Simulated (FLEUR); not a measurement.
Crystal: WC (Qusongite).

```
W C
1.0
     2.90650    0.00000    0.00000
    -1.45325    2.51710    0.00000
     0.00000    0.00000    2.83660
W C
1 1
Cartesian
  -0.0198 0.0055 0.0642
  1.4470 0.8741 1.3993
```

The cell isn't the ideal one: atoms moved at random, drawn with an rms of 0.15 Å.

```yaml
Program: FLEUR MaX-R8.1 (patched build s14)
Task: relaxation of the atoms
Functional: revPBE
Potentials_or_basis: all-electron
Basis: FLAPW
Kmax: 3.5 1/bohr
k_mesh: 6 × 6 × 5
Occupations: fermi-dirac, width 0.05 eV
Spin: no spin polarisation
```

At the start: volume 10.38 Å³/atom.

Task: Where does the relaxation end?

Result: Over 4 steps the energy falls by 29.2 meV/atom; space group P-6m2 (No. 187, to 0.05 Å).

The path:
| step | energy change (eV) | largest force (eV/Å) |
| --- | --- | --- |
| 1 | 0.0000 | 1.3126 |
| 2 | -0.0302 | 0.9086 |
| 3 | -0.0584 | 0.0290 |
| 4 | -0.0584 | 0.0028 |

Final structure:
```xyz
2
Lattice="2.9065 0.0000 0.0000 -1.4532 2.5171 0.0000 0.0000 0.0000 2.8366" Properties=species:S:1:pos:R:3 pbc="T T T"
W    -0.0131    0.0204    0.0226
C     1.4403    0.8593    1.4409
```

Caveat: the k mesh is coarse (spacing up to 0.44 Å⁻¹), so the values aren't converged; the plane-wave cutoff is short for the small spheres of the light atoms, so energies, forces and moduli aren't converged.
